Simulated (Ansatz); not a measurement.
What does this script print? It uses Ansatz 0.2.0 through its Python package.

Contents of `sro.xyz`:
```text
4
Lattice="4.27546627 0.0 0.0 -2.13773313 3.7026624 0.0 0.0 0.0 5.15559499" Properties=species:S:1:pos:R:3 pbc="T T T"
Sr   -0.00000002    2.46844161    4.83660647
Sr    2.13773315    1.23422079    2.25880898
O    -0.00000002    2.46844161    2.25233664
O     2.13773315    1.23422079    4.83013414
```

Script `sro.py`:
```python
"""k-point test for SrO."""

from dataclasses import dataclass
import warnings

import ansatz as az
import pandas as pd


@dataclass
class Settings:
    filling: str = "Fixed"
    functional: str = "r2SCAN"
    cutoff: int = 550


settings = Settings()

warnings.simplefilter("ignore", az.DeckWarning)

structure = az.Crystal.from_extxyz("sro.xyz")

calc = (
    structure.calculation()
    .occupations(settings.filling)
    .pseudopotentials("paw")
    .functional(settings.functional)
    .basis(settings.cutoff)
)

rows = []
for value in [(3, 3, 2), (6, 6, 4), (6, 6, 6), (12, 12, 6)]:
    summary = calc.kpoints(mesh=value).run(threads=1, backend="cpu").report
    rows.append((value, summary["free_energy_ev"] / len(summary["lattice"]["sites"]), summary["n_iterations"], summary["n_kpoints"]))

table = pd.DataFrame(rows, columns=["mesh", "F/atom (eV)", "iterations", "k-points"])
print(table.round(5).to_string(index=False))

# differences from the last row
for row in rows[:-1]:
    shift = 1000 * (row[1] - rows[-1][1])
    print(f"{row[0]}: {shift:+.2f} meV/atom" + ("  (within 2 meV)" if abs(shift) < 2 else ""))
```

```console
$ python sro.py
       mesh  F/atom (eV)  iterations  k-points
  (3, 3, 2)  -2063.42604           7         6
  (6, 6, 4)  -2063.44193           7        21
  (6, 6, 6)  -2063.44202           7        28
(12, 12, 6)  -2063.44202           7        76
(3, 3, 2): +15.99 meV/atom
(6, 6, 4): +0.09 meV/atom  (within 2 meV)
(6, 6, 6): +0.00 meV/atom  (within 2 meV)
```

From 6×6×4 on it stays within 2 meV an atom of the value at 12×12×6; the first row (3×3×2) is off by 16.0 meV and the last but one by 0.00 meV. The last run costs about 5.6 times the first.

Caveats:
- Within a few hundredths of an angstrom the cell has the higher group P6_3/mmc; the lower one is a small distortion.
- The structure comes from a database of computed cells and needn't be a stable or known phase.
- Shifts are counted from the finest mesh, which is itself no proven limit.
- Wall time of the script: 40 s on 1 thread of Intel(R) Xeon(R) Platinum 8259CL CPU @ 2.50GHz (Skylake/Cascade Lake), on a shared host, peak memory 0.68 GiB.
